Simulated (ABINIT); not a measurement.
The system is KTaO3.

```
Ta K O
1.0
     3.98830    0.00000    0.00000
     0.00000    3.98830    0.00000
     0.00000    0.00000    3.98830
Ta K O
1 1 3
Direct
  0.00000 0.00000 0.00000
  0.50000 0.50000 0.50000
  0.00000 0.00000 0.50000
  0.00000 0.50000 0.00000
  0.50000 0.00000 0.00000
```

Base run:

```yaml
Program: ABINIT 10.8.3 (patched build)
Functional: SOGGA
Potentials_or_basis: JTH PAW PBE v2.0
Cutoff: 626 eV
k_mesh: 7 × 7 × 7
Occupations: fermi-dirac, width 0.05 eV
Spin: no spin polarisation
```

Its results: band gap on the k mesh 2.14 eV, indirect (least direct gap 2.69 eV); pressure -0.7 GPa.

After a change of settings the same cell gave: band gap on the k mesh 2.29 eV, indirect (least direct gap 2.85 eV); pressure 9.7 GPa. Which change was it?
A. functional from SOGGA to BLYP
B. functional from SOGGA to BP86
C. functional from SOGGA to PBEsol

A.

BLYP binds less tightly than SOGGA, so the same cell stands under more pressure.

Caveats: the PAW data sets were made with another functional, which shifts forces and pressure a little; spin-orbit coupling is left out, which moves the levels of the heavy elements; the atomic spheres overlap.

Runs at the PBE level aren't shown here.
